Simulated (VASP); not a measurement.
A run of VASP 6.6.1 is set up as follows.

Contents of INCAR:

```
SYSTEM = TiN
PREC = Accurate
ENCUT = 520
EDIFF = 1E-7
ISMEAR = 0
SIGMA = 0.02
LREAL = .FALSE.
LASPH = .TRUE.
NELM = 80
ALGO = Normal
ISIF = 3
LWAVE = .FALSE.
LCHARG = .FALSE.
GGA = CA
IBRION = 2
NSW = 80
EDIFFG = -0.002
```

Contents of KPOINTS:

```
Automatic mesh
0
G
  12 12 12
  0 0 0
```

The input POSCAR:

```
TiN                                     
1.0
   -0.0000000000      2.0881626827      2.0881626827
    2.0881626827     -0.0000000000      2.0881626827
    2.0881626827      2.0881626827      0.0000000000
  Ti              N             
     1     1
Direct
     0.0000000000000000    0.0000000000000000    0.0000000000000000
     0.5000000000000000    0.5000000000000000    0.5000000000000000
```

Potentials or basis: VASP PAW LDA potentials, release 64 (Ti_sv, N).

The run is started by

```console
$ cat potpaw_LDA.64/Ti_sv/POTCAR potpaw_LDA.64/N/POTCAR > POTCAR
$ mpirun -np 1 vasp_std > vasp.out
```

Question: Predict the band gap on the k mesh.

Answer: None (metal or under the smearing width).

Final structure:
```yaml
crystal:
  lattice:
    - [0.00000, 2.08816, 2.08816]
    - [2.08816, 0.00000, 2.08816]
    - [2.08816, 2.08816, 0.00000]
  atoms:
    - { symbol: Ti, position: [0.00000, 0.00000, 0.00000] }
    - { symbol: N, position: [0.50000, 0.50000, 0.50000] }
```

Caveat: the relaxation stopped at its first step, so nothing moved.
